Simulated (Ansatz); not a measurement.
CoO:

```
CELL_PARAMETERS angstrom
-1.41423 2.44951 2.72172
2.82845 0.00000 2.72172
1.41422 2.44951 0.00000
ATOMIC_POSITIONS crystal
Co 0.25000 0.25000 0.75000
Co 0.75000 0.75000 0.25000
O 0.83333 0.16667 0.50000
O 0.33333 0.66667 0.00000
```

The cell was built by a generator and needn't be a form met in nature.

The cell isn't the ideal one: another cell of the same crystal, with 4 atoms.

Base run:

| Item | Value |
| --- | --- |
| Program | Ansatz 0.2.0 |
| Functional | PBE |
| Potentials or basis | Ansatz PAW |
| Cutoff | 420 eV (not typed: the program's choice for these potentials) |
| k mesh | 8 × 8 × 8 |
| Occupations | fermi-dirac, width 0.05 eV |
| Spin | collinear spin, antiferromagnetic start |
| Starting moments | [3.5, -3.5, 0.0, 0.0] μB |

Its results: band gap on the k mesh none (metal or under the smearing width); pressure 1.2 GPa; largest force 0.279 eV/Å.

Q: The run is repeated on the same cell with these changes: spin from collinear spin, antiferromagnetic start to no spin polarisation. What comes out?

A: Band gap on the k mesh none (metal or under the smearing width); pressure -12.2 GPa; largest force 0.007 eV/Å.

Caveats: semilocal functionals often make such compounds metallic where correlation or magnetic order opens a gap, which also shifts bond lengths.
